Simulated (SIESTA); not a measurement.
Crystal: GaAs.

```
As Ga
1.0
     0.00000    2.82685    2.82685
     2.82685    0.00000    2.82685
     2.82685    2.82685    0.00000
As Ga
1 1
Direct
  0.75000 0.75000 0.75000
  0.00000 0.00000 0.00000
```

Base run:

| Property | Result |
| --- | --- |
| Program | SIESTA 5.4.2 |
| Functional | PBE |
| Potentials or basis | PseudoDojo 0.4 standard (PBE files) |
| Basis | DZP (energy shift 0.003 Ry; two zetas on semicore shells) |
| Grid cutoff | 800 Ry |
| Energy shift | 0.003 Ry |
| k mesh | 8 × 8 × 8 |
| Occupations | fermi-dirac, width 0.05 eV |
| Spin | no spin polarisation |

Its results: band gap on the k mesh 0.66 eV, direct; pressure 4.1 GPa.

Question: After a change of settings the same cell gave: band gap on the k mesh 0.46 eV, direct; pressure 6.8 GPa. Which change was it?
A. functional from PBE to AM05; potentials or basis from PseudoDojo 0.4 standard (PBE files) to PseudoDojo 0.4 standard (PBEsol files)
B. functional from PBE to vdW-DF-cx
C. functional from PBE to BLYP

Answer: C.

BLYP binds less tightly than PBE, so the same cell stands under more pressure.

Caveats: the basis of atomic orbitals isn't converged, which shifts pressures, moduli and gaps; the potentials were made for another functional, which shifts forces and pressure (some runs).
